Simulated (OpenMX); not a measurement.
# BP under changes of volume

One of the cells (11.915 Å³/atom); the others are scaled copies at fixed shape and fractional positions:

```
P B
1.0
     0.00000    2.28403    2.28403
     2.28403    0.00000    2.28403
     2.28403    2.28403    0.00000
P B
1 1
Direct
  0.75000 0.75000 0.75000
  0.00000 0.00000 0.00000
```

| Property | Result |
| --- | --- |
| Program | OpenMX 3.8.5 |
| Functional | PBE |
| Potentials or basis | OpenMX 2013 PBE set, P7.0-s2p2d1f1, B7.0-s2p2d1, fixed grid of 27 × 27 × 27 points |
| k mesh | 11 × 11 × 11 |
| Occupations | fermi-dirac, width 0.05 eV |
| Spin | no spin polarisation |

| volume (Å³/atom) | energy over the lowest point (meV/atom) | gap on the mesh (eV) |
| --- | --- | --- |
| 10.981 | ? | ? |
| 11.214 | 12.22 | 1.25 |
| 11.448 | 3.00 | 1.29 |
| 11.915 | 0.00 | 1.35 |
| 12.149 | 5.29 | 1.39 |
| 12.383 | 14.55 | 1.42 |

Q: What does the run at 10.981 Å³/atom give?

A: Energy over the lowest point 27.29 meV/atom; gap on the mesh 1.21 eV.

Worked out: A Birch-Murnaghan fit of order 3 (a polynomial in V^(-2/3)) to the other rows has its minimum at 11.75 Å³/atom with B0 = V·E''(V) = 161 GPa and B' = 3.9. It gives 27.23 meV/atom at 10.981 Å³/atom, against the run's 27.29. A straight line through the other rows of the gap, of slope 1.7 eV per unit of ln V, extrapolates to 1.22 eV, against the run's 1.21.

Energies are extrapolated to zero smearing.

Caveats: an odd mesh through Γ misses points on the zone boundary, where band edges often lie; the basis of atomic orbitals isn't converged, which shifts pressures, moduli and gaps.
